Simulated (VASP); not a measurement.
# GaAs (F-43m) in VASP: further runs

The runs below take GaAs through band structure, single point, with PBE0, PBE, r2SCAN.

Everything below comes from runs of VASP 6.6.1. Logs are shortened: lines on timing, memory, paths and dates and some standing lists are left out, and cuts for length are marked.

**Measured values to compare with.**

“Evidence of valence band perturbations in GaAsN/GaAs(001): A combined variable-angle spectroscopic ellipsometry and modulated photoreflectance investigation”, 2008, arxiv:0805.2212 reports, for a bulk crystal of GaAs at 300 K: band gap 1.418 ± 0.005 eV (direct).

The runs below are set against these values where they give the same quantity.

### Step 1. The crystal as given

Symmetry: F-43m, No. 216, cubic system. Conventional cell: a = 5.654 Å, b = 5.654 Å, c = 5.654 Å, α = 90.00°, β = 90.00°, γ = 90.00°. As (site symmetry -43m) has 4 Ga at 2.45 Å as nearest neighbours. Ga (site symmetry -43m) is surrounded by 4 As at 2.45 Å.

### Step 2. Band structure, PBE0

File POSCAR:

```
GaAs
1.0
    0.0000000000      2.8268500000      2.8268500000
    2.8268500000      0.0000000000      2.8268500000
    2.8268500000      2.8268500000      0.0000000000
As Ga
1 1
Direct
    0.7500000000      0.7500000000      0.7500000000
    0.0000000000      0.0000000000      0.0000000000
```

File INCAR.step1:

```
PREC     = Accurate       # precision mode
ENCUT    = 520            # plane-wave cutoff, eV
EDIFF    = 1E-5           # SCF threshold, eV
ISMEAR   = -1             # smearing method
SIGMA    = 0.05           # smearing width, eV
LREAL    = False          # projectors in reciprocal space
LASPH    = True           # aspherical terms in the spheres
NELM     = 60             # most SCF steps
ALGO     = Normal         # electronic algorithm
ISIF     = 2              # what is computed and relaxed
LWAVE    = True           # write WAVECAR
LCHARG   = False          # write CHGCAR
GGA      = PE             # functional
```

File INCAR.step2:

```
PREC     = Accurate       # precision mode
ENCUT    = 520            # plane-wave cutoff, eV
EDIFF    = 1E-6           # SCF threshold, eV
ISMEAR   = -1             # smearing method
SIGMA    = 0.05           # smearing width, eV
LREAL    = False          # projectors in reciprocal space
LASPH    = True           # aspherical terms in the spheres
NELM     = 60             # most SCF steps
ALGO     = Normal         # electronic algorithm
ISIF     = 2              # what is computed and relaxed
LWAVE    = False          # write WAVECAR
LCHARG   = False          # write CHGCAR
GGA      = PE             # functional
LHFCALC  = True           # exact exchange
AEXX     = 0.25           # exact-exchange fraction
PRECFOCK = Fast         
HFRCUT   = -1           
ISTART   = 1
```

File KPOINTS:

```
regular mesh
0
Gamma
  4 4 4
```

File KPOINTS_OPT:

```
path GXWKGLUWLK,UX
12
line-mode
reciprocal
 0.0000000000  0.0000000000  0.0000000000  G
 0.5000000000  0.0000000000  0.5000000000  X

 0.5000000000  0.0000000000  0.5000000000  X
 0.5000000000  0.2500000000  0.7500000000  W

 0.5000000000  0.2500000000  0.7500000000  W
 0.3750000000  0.3750000000  0.7500000000  K

 0.3750000000  0.3750000000  0.7500000000  K
 0.0000000000  0.0000000000  0.0000000000  G

 0.0000000000  0.0000000000  0.0000000000  G
 0.5000000000  0.5000000000  0.5000000000  L

 0.5000000000  0.5000000000  0.5000000000  L
 0.6250000000  0.2500000000  0.6250000000  U

 0.6250000000  0.2500000000  0.6250000000  U
 0.5000000000  0.2500000000  0.7500000000  W

 0.5000000000  0.2500000000  0.7500000000  W
 0.5000000000  0.5000000000  0.5000000000  L

 0.5000000000  0.5000000000  0.5000000000  L
 0.3750000000  0.3750000000  0.7500000000  K

 0.6250000000  0.2500000000  0.6250000000  U
 0.5000000000  0.0000000000  0.5000000000  X
```

Potentials or basis: VASP PAW PBE potentials, release 64 (As, Ga_d).

Run with:

```sh
$ cat potpaw_PBE.64/As/POTCAR potpaw_PBE.64/Ga_d/POTCAR > POTCAR
$ cp INCAR.step1 INCAR
$ mpirun -np 1 vasp_std > vasp.out
$ cp INCAR.step2 INCAR
$ mpirun -np 1 vasp_std > vasp.out
```

OUTCAR:

```text
PREC = Accurate
   ENCUT = 520
   EDIFF = 1E-6
   ISMEAR = -1
   LREAL = False
   LASPH = True
   NELM = 60
   ISIF = 2
   GGA = PE
   LHFCALC = True
   AEXX = 0.25
   PRECFOCK = Fast
   ISTART = 1

 ion  position               nearest neighbor table
   1  0.750  0.750  0.750-   2 2.45   2 2.45   2 2.45   2 2.45
   2  0.000  0.000  0.000-   1 2.45   1 2.45   1 2.45   1 2.45

  LATTYP: Found a face centered cubic cell.
 ALAT       =     5.6537000000

  Lattice vectors:

 A1 = (   0.0000000000,   2.8268500000,   2.8268500000)
 A2 = (   2.8268500000,   0.0000000000,   2.8268500000)
 A3 = (   2.8268500000,   2.8268500000,   0.0000000000)

Analysis of symmetry for initial positions (statically):
=====================================================================
 Subroutine PRICEL returns:
 Original cell was already a primitive cell.

 Routine SETGRP: Setting up the symmetry group for a
 face centered cubic supercell.

 Subroutine GETGRP returns: Found 24 space group operations
 (whereof 24 operations were pure point group operations)
 out of a pool of 48 trial point group operations.

The static configuration has the point symmetry T_d .

Analysis of symmetry for dynamics (positions and initial velocities):
=====================================================================
 Subroutine PRICEL returns:
 Original cell was already a primitive cell.

 Routine SETGRP: Setting up the symmetry group for a
 face centered cubic supercell.

 Subroutine GETGRP returns: Found 24 space group operations
 (whereof 24 operations were pure point group operations)
 out of a pool of 48 trial point group operations.

The dynamic configuration has the point symmetry T_d .

 Subroutine INISYM returns: Found 24 space group operations
 (whereof 24 operations are pure point group operations),
 and found     1 'primitive' translations

----------------------------------------------------------------------------------------

                                     Primitive cell

  volume of cell :      45.1792

  direct lattice vectors                    reciprocal lattice vectors
     0.000000000  2.826850000  2.826850000    -0.176875321  0.176875321  0.176875321
     2.826850000  0.000000000  2.826850000     0.176875321 -0.176875321  0.176875321
     2.826850000  2.826850000  0.000000000     0.176875321  0.176875321 -0.176875321

  length of vectors
     3.997769609  3.997769609  3.997769609     0.306357042  0.306357042  0.306357042

  position of ions in fractional coordinates (direct lattice)
     0.750000000  0.750000000  0.750000000
     0.000000000  0.000000000  0.000000000

  ion indices of the primitive-cell ions
   primitive index   ion index
                 1           1
                 2           2

----------------------------------------------------------------------------------------

 KPOINTS: regular mesh

Automatic generation of k-mesh.
 Grid dimensions read from file:
 generate k-points for:    4    4    4

 Generating k-lattice:

  Cartesian coordinates                     Fractional coordinates (reciprocal lattice)
    -0.044218830  0.044218830  0.044218830     0.250000000  0.000000000  0.000000000
     0.044218830 -0.044218830  0.044218830     0.000000000  0.250000000  0.000000000
     0.044218830  0.044218830 -0.044218830     0.000000000  0.000000000  0.250000000

  Length of vectors
     0.076589260  0.076589260  0.076589260

  Shift w.r.t. Gamma in fractional coordinates (k-lattice)
     0.000000000  0.000000000  0.000000000

 Subroutine IBZKPT returns following result:
 ===========================================

 Found      8 irreducible k-points:

 Following reciprocal coordinates:
            Coordinates               Weight
  0.000000  0.000000  0.000000      1.000000
  0.250000  0.000000  0.000000      8.000000
  0.500000  0.000000  0.000000      4.000000
  0.250000  0.250000  0.000000      6.000000
  0.500000  0.250000  0.000000     24.000000
 -0.250000  0.250000  0.000000     12.000000
  0.500000  0.500000  0.000000      3.000000
[... 43 lines left out ...]

 E-fermi :   4.2616     XC(G=0):  -7.5651

 val. band max:        3.1741992314   @ k =   0.0000   0.0000   0.0000
 cond. band min:       5.3197549605   @ k =   0.0000   0.0000   0.0000
 fundamental gap:      2.1455557291
 Fermi energy:         4.2615918031

 k-point     1 :       0.0000    0.0000    0.0000
  band No.  band energies     occupation
      1     -14.2756      2.00000
      2     -14.2756      2.00000
      3     -14.2756      2.00000
      4     -14.1948      2.00000
      5     -14.1948      2.00000
      6     -10.8862      2.00000
      7       3.1742      2.00000
      8       3.1742      2.00000
      9       3.1742      2.00000
     10       5.3198      0.00000
     11       8.4279      0.00000
     12       8.4279      0.00000
     13       8.4279      0.00000

 k-point     2 :       0.2500    0.0000    0.0000
  band No.  band energies     occupation
      1     -14.3031      2.00000
      2     -14.2655      2.00000
      3     -14.2655      2.00000
      4     -14.1949      2.00000
      5     -14.1949      2.00000
      6     -10.1004      2.00000
      7      -1.2558      2.00000
      8       2.4421      2.00000
      9       2.4421      2.00000
     10       6.1521      0.00000
     11       9.3454      0.00000
     12       9.3454      0.00000
     13      10.8292      0.00000

 k-point     3 :       0.5000    0.0000    0.0000
  band No.  band energies     occupation
      1     -14.3288      2.00000
      2     -14.2575      2.00000
      3     -14.2575      2.00000
      4     -14.1924      2.00000
      5     -14.1924      2.00000
      6      -8.9436      2.00000
      7      -4.1096      2.00000
      8       1.9222      2.00000
      9       1.9222      2.00000
     10       5.6520      0.00000
     11       9.3580      0.00000
     12       9.3580      0.00000
     13      12.5458      0.00000
[... 49 lines left out ...]
 k-point     7 :       0.5000    0.5000    0.0000
  band No.  band energies     occupation
      1     -14.3586      2.00000
      2     -14.2317      2.00000
      3     -14.2317      2.00000
      4     -14.2169      2.00000
      5     -14.1841      2.00000
      6      -8.1120      2.00000
      7      -4.2871      2.00000
      8       0.2295      2.00000
      9       0.2295      2.00000
     10       5.9451      0.00000
     11       6.2194      0.00000
     12      15.4494      0.00000
     13      15.4494      0.00000

 k-point     8 :      -0.2500    0.5000    0.2500
  band No.  band energies     occupation
      1     -14.3453      2.00000
      2     -14.2478      2.00000
      3     -14.2348      2.00000
      4     -14.2056      2.00000
      5     -14.1915      2.00000
      6      -8.0333      2.00000
      7      -4.0603      2.00000
      8      -0.6855      2.00000
      9      -0.4409      2.00000
     10       9.3458      0.00000
     11       9.5299      0.00000
     12      10.2898      0.00000
     13      10.7460      0.00000

------------------------ aborting loop because EDIFF is reached ----------------------------------------

  FORCE on cell =-STRESS in cart. coord.  units (eV):
  Direction    XX          YY          ZZ          XY          YZ          ZX
  --------------------------------------------------------------------------------------
  -------------------------------------------------------------------------------------
  Total        0.2804933      0.2804933      0.2804933      0.0000000      0.0000000     -0.0000000
  in kB        9.9470625      9.9470625      9.9470625      0.0000000      0.0000000     -0.0000000
  external PRESSURE =       9.9470625 kB  Pullay stress =       0.0000000 kB

 VOLUME and BASIS-vectors are now :
 -----------------------------------------------------------------------------
  energy-cutoff  :      520.00
  volume of cell :       45.18
      direct lattice vectors                 reciprocal lattice vectors
     0.000000000  2.826850000  2.826850000    -0.176875321  0.176875321  0.176875321
     2.826850000  0.000000000  2.826850000     0.176875321 -0.176875321  0.176875321
     2.826850000  2.826850000  0.000000000     0.176875321  0.176875321 -0.176875321

 POSITION                                       TOTAL-FORCE (eV/Angst)
 -----------------------------------------------------------------------------------
      4.24027      4.24027      4.24027        -0.000000     -0.000000     -0.000000
      0.00000      0.00000      0.00000         0.000000      0.000000      0.000000
 -----------------------------------------------------------------------------------
    total drift:                               -0.000001      0.000008      0.000005

  FREE ENERGIE OF THE ION-ELECTRON SYSTEM (eV)
  ---------------------------------------------------
  free  energy   TOTEN  =       -10.5881490701 eV

  energy  without entropy=      -10.5881490701  energy(sigma->0) =      -10.58814907
```

It took 21 min on 1 thread of Intel Xeon Platinum 8488C (Sapphire Rapids), shared host; peak memory 0.19 GiB.

What came out:

| Quantity | Value |
| --- | --- |
| Free energy | -10.5881 eV |
| Pressure | 1.0 GPa |
| Band gap on the k mesh | 2.15 eV, direct |
| Band gap along the path | 2.15 eV, direct |

Levels at the corners of the path, in eV from the valence-band top:
| point | band 7 | band 8 | band 9 | band 10 | band 11 | band 12 |
| --- | --- | --- | --- | --- | --- | --- |
| Γ | 0.00 | 0.00 | 0.00 | 2.15 | 5.25 | 5.25 |
| X | -7.46 | -2.94 | -2.94 | 2.77 | 3.05 | 12.28 |
| X | -7.46 | -2.94 | -2.94 | 2.77 | 3.05 | 12.28 |
| W | -7.23 | -3.86 | -3.62 | 6.17 | 6.36 | 7.12 |
| W | -7.23 | -3.86 | -3.62 | 6.17 | 6.36 | 7.12 |
| K | -7.23 | -4.23 | -2.49 | 3.35 | 6.23 | 9.84 |
| K | -7.23 | -4.23 | -2.49 | 3.35 | 6.23 | 9.86 |
| Γ | 0.00 | 0.00 | 0.00 | 2.15 | 5.25 | 5.25 |
| Γ | 0.00 | 0.00 | 0.00 | 2.15 | 5.25 | 5.25 |
| L | -7.28 | -1.25 | -1.25 | 2.48 | 6.18 | 6.18 |
| L | -7.28 | -1.25 | -1.25 | 2.48 | 6.18 | 6.18 |
| U | -7.23 | -4.23 | -2.49 | 3.35 | 6.23 | 9.84 |
| U | -7.23 | -4.23 | -2.49 | 3.35 | 6.23 | 9.84 |
| W | -7.23 | -3.86 | -3.62 | 6.17 | 6.36 | 7.12 |
| W | -7.23 | -3.86 | -3.62 | 6.17 | 6.36 | 7.12 |
| L | -7.28 | -1.25 | -1.25 | 2.48 | 6.18 | 6.18 |
| L | -7.28 | -1.25 | -1.25 | 2.48 | 6.18 | 6.18 |
| K | -7.23 | -4.23 | -2.49 | 3.35 | 6.23 | 9.85 |
| U | -7.23 | -4.23 | -2.49 | 3.35 | 6.23 | 9.84 |
| X | -7.46 | -2.94 | -2.94 | 2.77 | 3.05 | 12.28 |

Caveat: the k mesh is coarse (spacing up to 0.48 Å⁻¹), so the values aren't converged, least of all with exact exchange; the PAW data sets were made with another functional, which shifts forces and pressure a little.

### Step 3. Single point, PBE, 21.69 Å³/atom (strain = -0.04)

File INCAR:

```
SYSTEM = GaAs
PREC = Accurate
ENCUT = 520
EDIFF = 1E-7
ISMEAR = -1
SIGMA = 0.05
LREAL = .FALSE.
LASPH = .TRUE.
NELM = 60
ALGO = Fast
ISIF = 2
LWAVE = .FALSE.
LCHARG = .FALSE.
GGA = PE
```

File KPOINTS:

```
regular mesh
0
G
  8 8 8
  0 0 0
```

File POSCAR:

```
GaAs
1.0
    0.0000000000      2.8268500000      2.8268500000
    2.7137760000      0.0000000000      2.8268500000
    2.7137760000      2.8268500000      0.0000000000
As Ga
1 1
Direct
    0.7500000000      0.7500000000      0.7500000000
    0.0000000000      0.0000000000      0.0000000000
```

Potentials or basis: VASP PAW PBE potentials, release 64 (As, Ga_d).

Run with:

```sh
$ cat potpaw_PBE.64/As/POTCAR potpaw_PBE.64/Ga_d/POTCAR > POTCAR
$ mpirun -np 1 vasp_std > vasp.out
```

Wall time 20 s (1 thread of Intel Xeon 6975P-C (Granite Rapids), shared host); peak memory 0.18 GiB.

It converged, with:

```yaml
Free_energy: -8.1811 eV
Pressure: 6.8 GPa
Band_gap_on_the_k_mesh: 0.67 eV, direct
```

### Step 4. Single point, PBE, 22.14 Å³/atom (strain = -0.02)

INCAR is that of step 3.

KPOINTS is that of step 3.

File POSCAR:

```
GaAs
1.0
    0.0000000000      2.8268500000      2.8268500000
    2.7703130000      0.0000000000      2.8268500000
    2.7703130000      2.8268500000      0.0000000000
As Ga
1 1
Direct
    0.7500000000      0.7500000000      0.7500000000
    0.0000000000      0.0000000000      0.0000000000
```

Run with:

```sh
$ cat potpaw_PBE.64/As/POTCAR potpaw_PBE.64/Ga_d/POTCAR > POTCAR
$ mpirun -np 1 vasp_std > vasp.out
```

It took 19 s on 1 thread of Intel Xeon 6975P-C (Granite Rapids), shared host; peak memory 0.18 GiB.

The run converged. Its results:

| Item | Value |
| --- | --- |
| Free energy | -8.2209 eV |
| Pressure | 5.1 GPa |
| Band gap on the k mesh | 0.59 eV, direct |

### Step 5. Band structure, r2SCAN

File INCAR:

```
SYSTEM = GaAs
  PREC = Accurate
  ENCUT = 520
  EDIFF = 1E-6
  ISMEAR = -1
  SIGMA = 0.05
  LREAL = .FALSE.
  LASPH = .TRUE.
  NELM = 100
  ALGO = Normal
  ISIF = 2
  LWAVE = .FALSE.
  LCHARG = .FALSE.
  METAGGA = R2SCAN
  LMIXTAU = .TRUE.
  NBANDS = 16
```

File KPOINTS:

```
regular mesh
0
G
  6 6 6
  0 0 0
```

File POSCAR:

```
GaAs
1.0
    0.0000000000      2.8268500000      2.8268500000
    2.8268500000      0.0000000000      2.8268500000
    2.8268500000      2.8268500000      0.0000000000
As Ga
1 1
Direct
    0.7500000000      0.7500000000      0.7500000000
    0.0000000000      0.0000000000      0.0000000000
```

Edit KPOINTS_OPT of step 2 so:

```diff
@@ -1,3 +1,3 @@
 path GXWKGLUWLK,UX
-12
+20
 line-mode
```

Run with:

```sh
$ cat potpaw_PBE.64/As/POTCAR potpaw_PBE.64/Ga_d/POTCAR > POTCAR
$ mpirun -np 1 vasp_std > vasp.out
```

Run time: 2.6 min. Hardware: 1 thread of Intel Xeon 6975P-C (Granite Rapids), shared host; peak memory 0.19 GiB.

The run converged. Its results:

```yaml
Free_energy: -27.0356 eV
Pressure: 0.6 GPa
Band_gap_on_the_k_mesh: 1.00 eV, direct
Band_gap_along_the_path: 1.00 eV, direct
```

Levels at the corners of the path, in eV from the valence-band top:
| point | band 7 | band 8 | band 9 | band 10 | band 11 | band 12 |
| --- | --- | --- | --- | --- | --- | --- |
| Γ | 0.00 | 0.00 | 0.00 | 1.00 | 4.04 | 4.04 |
| X | -7.00 | -2.78 | -2.78 | 1.75 | 1.95 | 10.86 |
| X | -7.00 | -2.78 | -2.78 | 1.75 | 1.95 | 10.86 |
| W | -6.80 | -3.64 | -3.44 | 5.02 | 5.06 | 5.90 |
| W | -6.80 | -3.64 | -3.44 | 5.02 | 5.06 | 5.90 |
| K | -6.80 | -3.97 | -2.34 | 2.27 | 5.02 | 8.54 |
| K | -6.80 | -3.97 | -2.34 | 2.27 | 5.02 | 8.54 |
| Γ | 0.00 | 0.00 | 0.00 | 1.00 | 4.04 | 4.04 |
| Γ | 0.00 | 0.00 | 0.00 | 1.00 | 4.04 | 4.04 |
| L | -6.82 | -1.19 | -1.19 | 1.36 | 4.98 | 4.98 |
| L | -6.82 | -1.19 | -1.19 | 1.36 | 4.98 | 4.98 |
| U | -6.80 | -3.97 | -2.34 | 2.27 | 5.02 | 8.54 |
| U | -6.80 | -3.97 | -2.34 | 2.27 | 5.02 | 8.54 |
| W | -6.80 | -3.64 | -3.44 | 5.02 | 5.06 | 5.90 |
| W | -6.80 | -3.64 | -3.44 | 5.02 | 5.06 | 5.90 |
| L | -6.82 | -1.19 | -1.19 | 1.36 | 4.98 | 4.98 |
| L | -6.82 | -1.19 | -1.19 | 1.36 | 4.98 | 4.98 |
| K | -6.80 | -3.97 | -2.34 | 2.27 | 5.02 | 8.54 |
| U | -6.80 | -3.97 | -2.34 | 2.27 | 5.02 | 8.54 |
| X | -7.00 | -2.78 | -2.78 | 1.75 | 1.95 | 10.86 |

Caveat: the PAW data sets were made with another functional, which shifts forces and pressure a little.

### Step 6. The reference run

An earlier run on the cell as given: functional PBEsol; potentials or basis VASP PAW PBE potentials, release 64 (As, Ga_d); cutoff 520 eV; k mesh 8 × 8 × 8; occupations fermi-dirac, width 0.05 eV; no spin polarisation.

* Pressure: 0.3 GPa
* Band gap on the k mesh: 0.46 eV, direct

### Step 7. The runs side by side

| task | level | k mesh | grid for exact exchange (PRECFOCK) | exchange at q = 0 | ladder | mesh quality | gap on the mesh (eV) | pressure (GPa) |
| --- | --- | --- | --- | --- | --- | --- | --- | --- |
| band structure | PBE0 | 4 × 4 × 4 | Fast | truncated | - | coarse | 2.15 | 1.0 |
| band structure | r2SCAN | 6 × 6 × 6 | - | - | - | not flagged | 1.00 | 0.6 |
| single point | PBEsol | 8 × 8 × 8 | - | - | free | not flagged | 0.46 | 0.3 |

Alike in all rows: potentials or basis VASP PAW PBE potentials, release 64 (As, Ga_d); no spin polarisation; cell as given; cutoff (eV) 520; smearing fermi-dirac 0.05 eV.

Caveats: some runs use coarse meshes; the PAW data sets were made with another functional, which shifts forces and pressure a little.

Absolute energies hang on the potentials; compare differences alone.

### Step 8. How close it comes

Step 5. A measured gap of GaAs is 1.418 eV (direct; 300 K; “Evidence of valence band perturbations in GaAsN/GaAs(001): A combined variable-angle spectroscopic ellipsometry and modulated photoreflectance investigation”, 2008, arxiv:0805.2212); the calculated 1.00 eV misses it by -0.42 eV. 3 values of this kind are on record (1.412 to 1.51 eV); this one was drawn at random among those near their median, those with a stated uncertainty first. Spin-orbit coupling on As, Ga is left out. The value is that of r2SCAN, without temperature or zero-point motion.
